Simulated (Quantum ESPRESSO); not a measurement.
## In under changes of volume

One of the cells (26.144 Å³/atom); the others are scaled copies at fixed shape and fractional positions:

```xyz
1
Lattice="-1.6255 1.6255 2.4737 1.6255 -1.6255 2.4737 1.6255 1.6255 -2.4737" Properties=species:S:1:pos:R:3 pbc="T T T"
In    0.0000    0.0000    0.0000
```

- Program: Quantum ESPRESSO 7.5
- Functional: PBE
- Potentials or basis: SSSP 1.3 efficiency PBE
- Cutoff: 748 eV
- Density cutoff: 5987 eV
- k mesh: 11 × 11 × 11
- Occupations: fermi-dirac, width 0.05 eV
- Spin: no spin polarisation

```csv
volume (Å³/atom),energy over the lowest point (meV/atom),pressure (GPa)
24.575,?,?
25.098,27.44,4.0
25.621,16.04,2.9
26.144,7.95,2.0
26.666,2.79,1.1
27.189,0.24,0.4
27.712,0.00,-0.3
```

Task: What does the run at 24.575 Å³/atom give?

Result: Energy over the lowest point 42.63 meV/atom; pressure 5.2 GPa.

Worked out: A Birch-Murnaghan fit of order 3 (a polynomial in V^(-2/3)) to the other rows has its minimum at 27.51 Å³/atom with B0 = V·E''(V) = 35 GPa and B' = 5.2 at fixed shape and positions, which overstates the stiffness. It gives 42.56 meV/atom at 24.575 Å³/atom, against the run's 42.63, and -dE/dV = 5.2 GPa, against 5.2.

Energies are extrapolated to zero smearing.
